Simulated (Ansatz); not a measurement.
# Preparing CdS (P6_3mc) as a host crystal, part 2 of 2

Before any defect goes in: CdS (P6_3mc) at rest, and how it screens a charge.

Ansatz 0.2.0; plane-wave PAW DFT, r2SCAN; relaxation of the host's cell and atoms; PAW set soft_1 (the session's first sound run).

So far. Step 3 (Dielectric tensors of the host): The principal values of the electronic dielectric tensor are 6.29, 6.29 and 6.38. The principal values of the static dielectric tensor are 9.82, 9.82 and 10.49.

## (6) Defect free supercell relaxed from its symmetric sites

This cell, the one that will hold the defects, is built from the relaxed host. Its coarser k-points can move the atoms a little, so it is relaxed from the symmetric sites, as the reference for the test of stability.

This step: plane-wave PAW DFT, r2SCAN; relaxation of the defect-free supercell from its symmetric sites; PAW set soft_1 (Ansatz 0.2.0).

pristine.symmetric/input.yaml

```yaml
crystal:
  lattice:
    - [12.4916781419, -8.65e-08, 0.0]
    - [-6.245838996, 10.81811065, 0.0]
    - [0.0, 0.0, 13.5350159308]
  atoms:
    - { symbol: Cd, position: [0.2222222222, 0.1111111111, 0.2500526124] }
    - { symbol: Cd, position: [0.1111111111, 0.2222222222, 5.26124e-05] }
    - { symbol: S, position: [0.2222222222, 0.1111111111, 0.4384473876] }
    - { symbol: S, position: [0.1111111111, 0.2222222222, 0.1884473876] }
    - { symbol: Cd, position: [0.2222222222, 0.1111111111, 0.7500526124] }
    - { symbol: Cd, position: [0.1111111111, 0.2222222222, 0.5000526124] }
    - { symbol: S, position: [0.2222222222, 0.1111111111, 0.9384473876] }
    - { symbol: S, position: [0.1111111111, 0.2222222222, 0.6884473876] }
    - { symbol: Cd, position: [0.2222222222, 0.4444444444, 0.2500526124] }
    - { symbol: Cd, position: [0.1111111111, 0.5555555556, 5.26124e-05] }
    - { symbol: S, position: [0.2222222222, 0.4444444444, 0.4384473876] }
    - { symbol: S, position: [0.1111111111, 0.5555555556, 0.1884473876] }
    - { symbol: Cd, position: [0.2222222222, 0.4444444444, 0.7500526124] }
    - { symbol: Cd, position: [0.1111111111, 0.5555555556, 0.5000526124] }
    - { symbol: S, position: [0.2222222222, 0.4444444444, 0.9384473876] }
    - { symbol: S, position: [0.1111111111, 0.5555555556, 0.6884473876] }
    - { symbol: Cd, position: [0.2222222222, 0.7777777778, 0.2500526124] }
    - { symbol: Cd, position: [0.1111111111, 0.8888888889, 5.26124e-05] }
    - { symbol: S, position: [0.2222222222, 0.7777777778, 0.4384473876] }
    - { symbol: S, position: [0.1111111111, 0.8888888889, 0.1884473876] }
    - { symbol: Cd, position: [0.2222222222, 0.7777777778, 0.7500526124] }
    - { symbol: Cd, position: [0.1111111111, 0.8888888889, 0.5000526124] }
    - { symbol: S, position: [0.2222222222, 0.7777777778, 0.9384473876] }
    - { symbol: S, position: [0.1111111111, 0.8888888889, 0.6884473876] }
    - { symbol: Cd, position: [0.5555555556, 0.1111111111, 0.2500526124] }
    - { symbol: Cd, position: [0.4444444444, 0.2222222222, 5.26124e-05] }
    - { symbol: S, position: [0.5555555556, 0.1111111111, 0.4384473876] }
    - { symbol: S, position: [0.4444444444, 0.2222222222, 0.1884473876] }
    - { symbol: Cd, position: [0.5555555556, 0.1111111111, 0.7500526124] }
    - { symbol: Cd, position: [0.4444444444, 0.2222222222, 0.5000526124] }
    - { symbol: S, position: [0.5555555556, 0.1111111111, 0.9384473876] }
    - { symbol: S, position: [0.4444444444, 0.2222222222, 0.6884473876] }
    - { symbol: Cd, position: [0.5555555556, 0.4444444444, 0.2500526124] }
    - { symbol: Cd, position: [0.4444444444, 0.5555555556, 5.26124e-05] }
    - { symbol: S, position: [0.5555555556, 0.4444444444, 0.4384473876] }
    - { symbol: S, position: [0.4444444444, 0.5555555556, 0.1884473876] }
    - { symbol: Cd, position: [0.5555555556, 0.4444444444, 0.7500526124] }
    - { symbol: Cd, position: [0.4444444444, 0.5555555556, 0.5000526124] }
    - { symbol: S, position: [0.5555555556, 0.4444444444, 0.9384473876] }
    - { symbol: S, position: [0.4444444444, 0.5555555556, 0.6884473876] }
    - { symbol: Cd, position: [0.5555555556, 0.7777777778, 0.2500526124] }
    - { symbol: Cd, position: [0.4444444444, 0.8888888889, 5.26124e-05] }
    - { symbol: S, position: [0.5555555556, 0.7777777778, 0.4384473876] }
    - { symbol: S, position: [0.4444444444, 0.8888888889, 0.1884473876] }
    - { symbol: Cd, position: [0.5555555556, 0.7777777778, 0.7500526124] }
    - { symbol: Cd, position: [0.4444444444, 0.8888888889, 0.5000526124] }
    - { symbol: S, position: [0.5555555556, 0.7777777778, 0.9384473876] }
    - { symbol: S, position: [0.4444444444, 0.8888888889, 0.6884473876] }
    - { symbol: Cd, position: [0.8888888889, 0.1111111111, 0.2500526124] }
    - { symbol: Cd, position: [0.7777777778, 0.2222222222, 5.26124e-05] }
    - { symbol: S, position: [0.8888888889, 0.1111111111, 0.4384473876] }
    - { symbol: S, position: [0.7777777778, 0.2222222222, 0.1884473876] }
    - { symbol: Cd, position: [0.8888888889, 0.1111111111, 0.7500526124] }
    - { symbol: Cd, position: [0.7777777778, 0.2222222222, 0.5000526124] }
    - { symbol: S, position: [0.8888888889, 0.1111111111, 0.9384473876] }
    - { symbol: S, position: [0.7777777778, 0.2222222222, 0.6884473876] }
    - { symbol: Cd, position: [0.8888888889, 0.4444444444, 0.2500526124] }
    - { symbol: Cd, position: [0.7777777778, 0.5555555556, 5.26124e-05] }
    - { symbol: S, position: [0.8888888889, 0.4444444444, 0.4384473876] }
    - { symbol: S, position: [0.7777777778, 0.5555555556, 0.1884473876] }
    - { symbol: Cd, position: [0.8888888889, 0.4444444444, 0.7500526124] }
    - { symbol: Cd, position: [0.7777777778, 0.5555555556, 0.5000526124] }
    - { symbol: S, position: [0.8888888889, 0.4444444444, 0.9384473876] }
    - { symbol: S, position: [0.7777777778, 0.5555555556, 0.6884473876] }
    - { symbol: Cd, position: [0.8888888889, 0.7777777778, 0.2500526124] }
    - { symbol: Cd, position: [0.7777777778, 0.8888888889, 5.26124e-05] }
    - { symbol: S, position: [0.8888888889, 0.7777777778, 0.4384473876] }
    - { symbol: S, position: [0.7777777778, 0.8888888889, 0.1884473876] }
    - { symbol: Cd, position: [0.8888888889, 0.7777777778, 0.7500526124] }
    - { symbol: Cd, position: [0.7777777778, 0.8888888889, 0.5000526124] }
    - { symbol: S, position: [0.8888888889, 0.7777777778, 0.9384473876] }
    - { symbol: S, position: [0.7777777778, 0.8888888889, 0.6884473876] }
basis:
  ecutwfc: 500
  xc_grid: 2
hamiltonian:
  xc: r2scan
  pseudopotentials: { kind: paw, azcp: { folder: soft_1 } }
kpoints:
  mp_grid: { grid: [1, 1, 1], shift: [0.25, 0.25, 0.25] }
scf:
  occupations: { method: fermi_dirac, width: 0.01 }
  max_iter: 80
output:
  forces: true
relax:
  f_tol: 0.01
  max_steps: 60
  escape_saddle: false
checkpoint:
  write: "../pristine.symmetric.run"
  compress: false
  write_wavefunctions: false
  write_every: 100000
```

On the command line:

```console
$ ansatz run input.yaml --threads 32 --pin off --max-ram 56524MiB --backend cuda --events-out ev --progress --plain --runs-dir out --max-vram 78GiB
```

Log:

```text
[...]
Crystal: 72 atoms, lattice volume = 1829.073 Å³
Basis set: ecut = 500 eV, 46549 PW (Γ), exchange–correlation on 192×192×200 points (8 copies of the dense FFT grid, shifted against one another)
Bands: 562, of which v1, the nominal top of the filled ones, is band 468 counted from 1 (467 counted from 0)
[...]
k-points: 1
[...]
SCF iter   7: F=-330325.102042 eV  HF=-330325.102041 eV  |F-HF|=9.89e-7  |Δ(HF+E_count)|=   3.29e-5  Δρ=9.11e-6  dr2=1.90e-6  dr2_τ=7.46e-8  ethr=2.67e-10  ⟨swp⟩=3.0  Hψ=2114  notcnv=0
SCF 1 converged in 7 iterations: F = -330325.102042 eV  dr2 = 1.90e-6
[...]
relax step   1: F+E_penalty+E_count = -330325.10204164 eV  Δ(F+E_penalty+E_count) = +0.000e0 eV  max|allowed force component| = 1.741e-2 eV/Å  Δτ_max = 0.0000 Å  (7 SCF iters, dr2 threshold 2.50e-6 eV [...]
[...]
SCF iter   1: F=—  HF=-330325.050912 eV  |F-HF|=—  |Δ(HF+E_count)|=         —  Δρ=4.18e-4  dr2=1.97e-3  dr2_τ=7.17e-2  ethr=1.75e-7  ⟨swp⟩=3.0  Hψ=1593  notcnv=0  defer=70
automatic band count: iteration 1 solves 542 bands in place of 562: the levels show a gap, and the empty bands left out lie too high to hold charge; the band table lists the bands solved (type scf.n_e [...]
[...]
relax step   2: F+E_penalty+E_count = -330325.10455397 eV  Δ(F+E_penalty+E_count) = -2.512e-3 eV  max|allowed force component| = 7.701e-3 eV/Å  Δτ_max = 0.0043 Å  (6 SCF iters, accepted)
[...]
SCF 3 converged in 2 iterations: F = -330325.104554 eV  dr2 = 1.07e-8
SCF converged after 2 iterations
[...]
```

Elapsed: 3 s, on 1 × NVIDIA GB200 with 32 threads of Arm Neoverse V2, shared host; peak memory 1.6 GiB; 9.5 s of CPU time.

Hardly anything moved in the relaxation; the energy changed by under 0.2 meV an atom.

## (7) Defect free supercell relaxed from displaced atoms

This step: plane-wave PAW DFT, r2SCAN; relaxation of the defect-free supercell from random displacements, a test of the host's stability; PAW set soft_1 (Ansatz 0.2.0).

pristine.rattled/input.yaml, as its differences from pristine.symmetric/input.yaml of step 6:

```diff
@@ -93,6 +93,6 @@
   f_tol: 0.01
-  max_steps: 60
-  escape_saddle: false
+  max_steps: 120
+  random_displacement: { amplitude: 0.08, seed: 1548 }
 checkpoint:
-  write: "../pristine.symmetric.run"
+  write: "../pristine.rattled.run"
   compress: false
```

Log:

```text
[...]
Crystal: 72 atoms, lattice volume = 1829.073 Å³
Basis set: ecut = 500 eV, 46549 PW (Γ), exchange–correlation on 192×192×200 points (8 copies of the dense FFT grid, shifted against one another)
Bands: 562, of which v1, the nominal top of the filled ones, is band 468 counted from 1 (467 counted from 0)
[...]
k-points: 1
[...]
SCF 1 converged in 8 iterations: F = -330323.423868 eV  dr2 = 6.51e-7
[...]
relax step   1: F+E_penalty+E_count = -330323.42386831 eV  Δ(F+E_penalty+E_count) = +0.000e0 eV  max|allowed force component| = 1.141e0 eV/Å  Δτ_max = 0.0000 Å  (8 SCF iters, dr2 threshold 2.50e-6 eV, [...]
[...]
relax step   6: F+E_penalty+E_count = -330325.10543443 eV  Δ(F+E_penalty+E_count) = -1.552e-4 eV  max|allowed force component| = 7.332e-3 eV/Å  Δτ_max = 0.0101 Å  (7 SCF iters, accepted)
[...]
SCF 7 converged in 2 iterations: F = -330325.105434 eV  dr2 = 9.29e-9
[...]
SCF converged after 2 iterations
[...]
```

The job ended after 5.9 s (1 × NVIDIA GB200 with 32 threads; peak memory 1.6 GiB; 21 s of CPU time).

Step by step:

| step | energy less that of the first step (eV) | largest force component (eV/Å) |
| --- | --- | --- |
| 1 | 0.0000 | 1.1410 |
| 2 | -1.5033 | 0.3619 |
| 3 | -1.6809 | 0.0120 |
| 4 | -1.6809 | 0.0121 |
| 5 | -1.6814 | 0.0102 |
| 6 | -1.6816 | 0.0073 |

The relaxation ends 23 meV an atom lower than the displaced start, with a largest force component of 0.0073 eV/Å.

## (8) Summary of results

| Item | Value |
| --- | --- |
| primitive cell vectors, lengths | 4.164, 4.164, 6.768 Å |
| electronic dielectric constant | principal values (6.29, 6.29, 6.38) |
| static dielectric constant | principal values (9.82, 9.82, 10.49) |
| gap on the k-mesh of the response run (PBEsol) | 1.03 eV |
| supercell relaxed in its symmetry less the displaced and relaxed one | 0.001 eV |
| energy an atom at one point at (¼, ¼, ¼) less that on the dense mesh | -0.011 eV |

What this shows: Step 7: The energy fell by 1.682 eV from the randomly displaced start; against the sites as typed, Cd9 ends farthest off, by 0.01 Å, once the mean shift is taken out. The displaced cell ends within 0.01 eV of the symmetric one relaxed in its symmetry, so no lower structure shows in this supercell. The k-mesh can miss the band edges, so this gap is an upper bound at this level. All at zero temperature.

[Logs are printed without paths, hosts, clocks, repeated set-up lines and the standing remarks that a program may print on its own settings, such as how far it seeks lower states.]

[Hosts, paths, dates, database ids (printed as entryN), source tags and the programs' standing remarks are cut or masked in the printed files.]

[Runs of the host that timed out are not shown.]

[For some hosts the program warned that the k-mesh of the response run may be too coarse for force constants and the static dielectric constant; such warnings are not always shown.]

[The program warned that the k-mesh of a response run behind this text may be too coarse: force constants, and the static dielectric constant and all else formed from them, are not shown converged.]
